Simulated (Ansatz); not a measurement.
## Te2Mo under changes of volume

One of the cells (64.121 Å³/atom); the others are scaled copies at fixed shape and fractional positions:

```
Te Mo
1.0
     3.56023    0.00000    0.00000
    -1.78012    3.08325    0.00000
     0.00000    0.00000   17.52406
Te Mo
2 1
Direct
  0.33333 0.66667 0.10214
  0.33333 0.66667 0.89786
  0.00000 0.00000 0.00000
```

* Program: Ansatz 0.2.0
* Functional: r2SCAN
* Potentials or basis: Ansatz PAW
* Cutoff: 500 eV (not typed: the program's choice for these potentials)
* k mesh: 9 × 9 × 2
* Occupations: fermi-dirac, width 0.05 eV
* Spin: no spin polarisation

```csv
volume (Å³/atom),energy over the lowest point (meV/atom),gap on the mesh (eV),largest force (eV/Å)
60.274,31.05,1.23,0.980
61.556,13.29,1.20,0.624
62.839,3.21,1.16,0.295
64.121,0.00,1.12,0.007
65.404,2.96,1.09,0.286
66.686,?,?,?
67.968,24.87,1.03,0.780
```

Question: What does the run at 66.686 Å³/atom give?

Answer: Energy over the lowest point 11.45 meV/atom; gap on the mesh 1.06 eV; largest force 0.543 eV/Å.

Worked out: A Birch-Murnaghan fit of order 3 (a polynomial in V^(-2/3)) to the other rows has its minimum at 64.12 Å³/atom with B0 = V·E''(V) = 38 GPa and B' = 4.5 at fixed shape and positions, which overstates the stiffness. It gives 11.44 meV/atom at 66.686 Å³/atom, against the run's 11.45. A straight line through the other rows of the gap, of slope -1.7 eV per unit of ln V (its deformation potential), gives 1.06 eV, against the run's 1.06.

Energies are extrapolated to zero smearing.

Caveats: odd divisions of the mesh miss points on the zone boundary, where band edges often lie, so the gap on the mesh can be too wide; spin-orbit coupling is left out, which moves the levels of the heavy elements; the PAW data sets come from PBE, with cores solved anew for the run's functional, which leaves a small shift of forces and pressure.

A mesh can miss the band edges.
